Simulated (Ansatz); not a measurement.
Write the native input for Ansatz 0.2.0 that does the following.

```yaml
Task: single point
Functional: PBE
Potentials_or_basis: Ansatz PAW
Cutoff: "420 eV (not typed: the program's choice for these potentials)"
k_mesh: 10 × 10 × 5
Occupations: gaussian, width 0.027 eV
Spin: no spin polarisation
```

Crystal: GaN.

```
CELL_PARAMETERS angstrom
3.18000 0.00000 0.00000
-1.59000 2.75396 0.00000
0.00000 0.00000 5.16600
ATOMIC_POSITIONS crystal
Ga 0.66667 0.33333 0.50000
Ga 0.33333 0.66667 0.00000
N 0.66667 0.33333 0.87500
N 0.33333 0.66667 0.37500
```

One way to write it, as run:

input.yaml

```yaml
crystal:
  lattice:
    - [3.18, 0.0, 0.0]
    - [-1.59, 2.753960784, 0.0]
    - [0.0, 0.0, 5.166]
  atoms:
    - { symbol: Ga, position: [0.6666666667, 0.3333333333, 0.5] }
    - { symbol: Ga, position: [0.3333333333, 0.6666666667, 0.0] }
    - { symbol: "N", position: [0.6666666667, 0.3333333333, 0.875] }
    - { symbol: "N", position: [0.3333333333, 0.6666666667, 0.375] }
hamiltonian:
  xc: pbe
  pseudopotentials: { kind: paw }
kpoints:
  mp_grid: { grid: [10, 10, 5] }
scf:
  occupations: { method: gaussian, width: 0.027 }
output:
  forces: true
  stress: true
  eigenvalues: true
  write_density: true
  write_potential: true
  elf: true
  volumetric_format: npy
```

Potentials or basis: Ansatz PAW.

Command:

```console
$ ansatz run input.yaml --threads 2 --pin off --max-ram 5632MiB --backend cpu --events-out ev --progress --plain --runs-dir out
```

Results of the run:

- Pressure: 7.3 GPa
- Largest force: 0.137 eV/Å
- Band gap on the k mesh: 1.96 eV, direct

Caveat: odd divisions of the mesh miss points on the zone boundary, where band edges often lie, so the gap on the mesh can be too wide; the pressure holds a Pulay correction of +0.5 GPa for the finite cutoff.

It took 5.7 s on 2 threads of Intel(R) Xeon(R) Processor @ 2.50GHz (Skylake/Cascade Lake), on a shared host, peak memory 0.39 GiB.
